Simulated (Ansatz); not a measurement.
# Ga in Ansatz: the effect of target pressure

The system is Ga.

```
Ga
1.0
    -1.38440    1.38440    2.31122
     1.38440   -1.38440    2.31122
     1.38440    1.38440   -2.31122
Ga
1
Direct
  0.00000 0.00000 0.00000
```

This isn't the form of Ga at room conditions, which is orthorhombic.

Alike in all runs:

```yaml
Program: Ansatz 0.2.0
Task: relaxation of cell and atoms
Functional: PBEsol
Potentials_or_basis: Ansatz PAW
Cutoff: "420 eV (not typed: the program's choice for these potentials)"
k_mesh: 13 × 13 × 13
Occupations: fermi-dirac, width 0.05 eV
Spin: no spin polarisation
```

Each run relaxes the cell or the atoms first.

One run gave: relaxed volume 15.57 Å³/atom. Which target pressure did it use?
A. 0 GPa
B. 2 GPa
C. 20 GPa
D. 30 GPa
E. 10 GPa

E.

```csv
target pressure,relaxed volume (Å³/atom)
0 GPa,17.62
2 GPa,17.06
5 GPa,16.40
10 GPa,15.57
20 GPa,14.39
30 GPa,13.57
```

Caveats: the plane-wave basis is chosen anew once the cell has moved, so the energies of steps on either side of that aren't comparable; the PAW data sets come from PBE, with cores solved anew for the run's functional, which leaves a small shift of forces and pressure; the volume moved by over 15 % at a fixed basis, so the end points are rough (some runs).
